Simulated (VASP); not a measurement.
Input of a VASP 6.6.1 run:

Contents of INCAR:

```
SYSTEM = GaP
PREC = Accurate
ENCUT = 520
EDIFF = 1E-6
ISMEAR = 0
SIGMA = 0.02
LREAL = .FALSE.
LASPH = .TRUE.
NELM = 100
ALGO = Normal
ISIF = 2
LWAVE = .FALSE.
LCHARG = .TRUE.
GGA = PE
LELF = .TRUE.
LVHAR = .TRUE.
NBANDS = 16
```

KPOINTS

```
regular mesh
0
G
  8 8 8
  0 0 0
```

The input POSCAR:

```
GaP
1.0
    0.0000000000      2.7525584806      2.7525584806
    2.7525584806      0.0000000000      2.7525584806
    2.7525584806      2.7525584806      0.0000000000
Ga P
1 1
Direct
    0.0000000000      0.0000000000      0.0000000000
    0.2500000000      0.2500000000      0.2500000000
```

Potentials or basis: VASP PAW PBE potentials, release 64 (Ga_d, P).

The run is started by

```sh
$ cat potpaw_PBE.64/Ga_d/POTCAR potpaw_PBE.64/P/POTCAR > POTCAR
$ mpirun -np 1 vasp_std > vasp.out
```

(1) What does it give for the pressure?

(2) What does it give for the band gap on the k mesh?

## Answers

(1) 0.0 GPa.

(2) 1.58 eV, direct.

**What was measured.**

From “Stacking defects in GaP nanowires: Electronic structure and optical properties”, 2018, arxiv:1810.01194, for a bulk crystal of GaP at 10 K: band gap 2.34 eV (indirect).

A measured gap of GaP is 2.34 eV (indirect; 10 K; quoted in “Stacking defects in GaP nanowires: Electronic structure and optical properties”, 2018, arxiv:1810.01194); the calculated 1.58 eV misses it by -0.76 eV. Spin-orbit coupling on Ga is left out. The value is that of PBE on a finite k mesh, which can miss the band edges, without temperature or zero-point motion. Semilocal functionals fall short of measured gaps as a rule. The cell is a database's relaxed one, not the measured one, which moves gaps too.
